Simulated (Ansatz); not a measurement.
# LAPW volumes and bulk moduli in simple lattices

All-electron LAPW (Ansatz 0.2.0), scalar-relativistic, no spin, Fermi–Dirac smearing 0.136 eV, k-meshes of 8 to 18 points an axis; Birch–Murnaghan fits to pressures. Some or most of these lattices are hypothetical for the element, and V0 is the minimum nearest the starting volume; lattices without a usable fit are left out; mesh and smearing are coarse, and magnetic elements are treated as non-magnetic.

```tsv
element	lattice	functional	V0 (Å³/atom)	B0 (GPa)	B′	k-points per axis
Ho	bcc	LDA	28.22	24	3.2	12
Ho	bcc	PBE	34.73	18.1	3.5	11
Ho	bcc	PBEsol	31.20	21	3.3	12
Ho	diamond	LDA	21.64	63	6.8	8
Ho	diamond	PBE	27.79	12.8	10.4	8
Ho	diamond	PBEsol	23.26	42	7.8	8
Ho	fcc	LDA	28.05	21	3.0	12
Ho	fcc	PBE	35.45	16.4	3.0	11
Ho	fcc	PBEsol	31.47	18.1	3.0	11
Ho	sc	PBE	36.58	11.7	3.8	10
```

Q: Give V0 and B0 for sc Ho in PBEsol.

A: 31.41 Å³/atom and 14.0 GPa.

Q: Give V0 and B0 for sc Ho in LDA.

A: 27.11 Å³/atom and 17.0 GPa.
